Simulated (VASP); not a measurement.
Set up this calculation in VASP 6.6.1, as the native input.

```yaml
Task: relaxation of cell and atoms
Functional: PBEsol
Potentials_or_basis: VASP PAW PBE potentials, release 64 (In_d, P)
Cutoff: 600 eV
k_mesh: 8 × 8 × 8
Occupations: gaussian, width 0.03 eV
Spin: no spin polarisation
Further_INCAR_settings: ALGO = Normal; EDIFF = 1e-06; IBRION = 2; EDIFFG = -0.01; NSW = 90; ISIF = 3
```

The structure of InP lies in POSCAR:

```
InP
1.0
    0.0000000000      2.9305000000      2.9305000000
    2.9305000000      0.0000000000      2.9305000000
    2.9305000000      2.9305000000      0.0000000000
In P
1 1
Direct
    0.0000000000      0.0000000000      0.0000000000
    0.2500000000      0.2500000000      0.2500000000
```

The cell was built by a generator and needn't be a form met in nature.

One way to write it, as run:

INCAR

```
PREC = Accurate
ENCUT = 600
EDIFF = 1E-6
ISMEAR = 0
SIGMA = 0.03
LREAL = F
LASPH = T
NELM = 80
ALGO = Normal
ISIF = 3
LWAVE = F
LCHARG = F
GGA = PS
IBRION = 2
NSW = 90
EDIFFG = -0.01
```

KPOINTS

```
Automatic mesh
0
Gamma
  8 8 8
```

Potentials or basis: VASP PAW PBE potentials, release 64 (In_d, P).

The run is started by

```sh
$ cat potpaw_PBE.64/In_d/POTCAR potpaw_PBE.64/P/POTCAR > POTCAR
$ mpirun -np 1 vasp_std > vasp.out
```

Results of the run:

* Relaxed volume: 25.39 Å³/atom
* Relaxed cell: a = 4.157 Å, b = 4.157 Å, c = 4.157 Å, α = 60.00°, β = 60.00°, γ = 60.00°
* Space group after relaxing (to 0.05 Å): F-43m (No. 216)
* Energy gained by relaxing: 0.4 meV/atom
* Ionic steps: 3
* Pressure after relaxing: 0.0 GPa
* Band gap on the k mesh: 0.57 eV, direct

Caveat: the PAW data sets were made with another functional, which shifts forces and pressure a little; spin-orbit coupling is left out, which moves the levels of the heavy elements.

It took 22 s on 1 thread of Intel(R) Xeon(R) 6975P-C (Granite Rapids), on a shared host, peak memory 0.22 GiB.
